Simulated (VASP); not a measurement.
Write the native input for VASP 6.6.1 that does the following.

| Item | Value |
| --- | --- |
| Task | single point |
| Functional | PBE |
| Potentials or basis | VASP PAW PBE potentials, release 64 (Cl_GW, Na_sv_GW) |
| Cutoff | 400 eV |
| k mesh | 3 × 3 × 3 |
| Occupations | gaussian, width 0.02 eV |
| Spin | no spin polarisation |
| Further INCAR settings | ALGO = Fast; EDIFF = 1e-07; NBANDS = 15 |

The structure of NaCl lies in POSCAR:

```
NaCl
1.0
    0.0000000000      2.7940632177      2.7940632177
    2.7940632177      0.0000000000      2.7940632177
    2.7940632177      2.7940632177      0.0000000000
Cl Na
1 1
Direct
    0.5000000000      0.5000000000      0.5000000000
    0.0000000000      0.0000000000      0.0000000000
```

The cell is a database's computed one.

These files were run (other wordings do the same):

INCAR

```
SYSTEM = NaCl
ALGO = Fast ; EDIFF = 1E-7
ENCUT = 400 ; GGA = PE
ISIF = 2 ; ISMEAR = 0
LASPH = .TRUE. ; LCHARG = .FALSE.
LREAL = .FALSE. ; LWAVE = .FALSE.
NBANDS = 15 ; NELM = 80
PREC = Accurate ; SIGMA = 0.02
```

KPOINTS

```
k-points
0
G
  3 3 3
  0 0 0
```

Potentials or basis: VASP PAW PBE potentials, release 64 (Cl_GW, Na_sv_GW).

Run with:

```console
$ cat potpaw_PBE.64/Cl_GW/POTCAR potpaw_PBE.64/Na_sv_GW/POTCAR > POTCAR
$ mpirun -np 1 vasp_std > vasp.out
```

It gave:

```
Band gap on the k mesh : 5.21 eV, direct
```

Caveat: the k mesh is coarse (spacing up to 0.65 Å⁻¹), so the values aren't converged.

It took 5.1 s on 1 thread of AMD EPYC 9R45 (Zen 5), on a shared host, peak memory 0.11 GiB.
